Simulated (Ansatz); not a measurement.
SrF$_{2}$:
```cif
data_F8Sr4
_chemical_formula_sum 'Sr4 F8'
_space_group_name_H-M_alt 'Fm-3m'
_space_group_IT_number 225
_space_group_name_Hall '-F 4 2 3'
_cell_length_a 5.85735
_cell_length_b 5.85735
_cell_length_c 5.85735
_cell_angle_alpha 90.000
_cell_angle_beta 90.000
_cell_angle_gamma 90.000
loop_
_atom_site_label
_atom_site_type_symbol
_atom_site_symmetry_multiplicity
_atom_site_Wyckoff_symbol
_atom_site_fract_x
_atom_site_fract_y
_atom_site_fract_z
_atom_site_occupancy
Sr1 Sr 4 a 0.00000 0.00000 0.00000 1
F1 F 8 c 0.25000 0.25000 0.25000 1
```
(The calculation used a cell of 3 atoms; values per cell refer to that cell.)

Relaxed with PBE.

Q: Give the optical modes at the zone centre with their infrared and Raman activity from DFPT, DFT-PBE in the program Ansatz with PAW potentials.

A: Transverse frequencies, without the LO–TO term; a row sums one degenerate level.

```csv
ω (cm⁻¹),degeneracy,IR ((D/Å)²/amu),Raman (Å⁴/amu),activity,symmetry
195,3,15.11,0,IR,T1u
270,3,0.00,2.9,Raman,T2g
```

Q: How high does the top mode go among those that the LO–TO term moves?

A: 366 cm⁻¹ for q along x.

Symmetry was held in the PBE relaxation; phonons on a q-mesh show no instability.

Potentials: the later of the program's two PAW sets.
